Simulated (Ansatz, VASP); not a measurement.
# One calculation of Bi, two programs

```xyz
1
Lattice="-1.9901 1.9901 1.9901 1.9901 -1.9901 1.9901 1.9901 1.9901 -1.9901" Properties=species:S:1:pos:R:3 pbc="T T T"
Bi    0.0000    0.0000    0.0000
```

Alike in both runs: task single point; functional PBE; k mesh 14 × 14 × 14; occupations gaussian, width 0.05 eV; no spin polarisation.

|  | VASP | Ansatz |
| --- | --- | --- |
| version | VASP 6.6.1 | Ansatz 0.2.0 |
| potentials or method | VASP PAW PBE potentials, release 64 (Bi_d) | scalar-relativistic, plane waves, PAW |
| plane-wave cutoff (eV) | 520 | 420 |
| valence electrons in the cell | 15 | 15 |

```tsv
	VASP	Ansatz	Ansatz less VASP
gap on the k mesh at the Fermi level (eV)	none	none	-
pressure (GPa)	0.0	0.0	+0.03
```

A gap of «none» marks a metal or a gap that the smearing closes.

Caveats: spin-orbit coupling is left out, which moves the levels of the heavy elements.
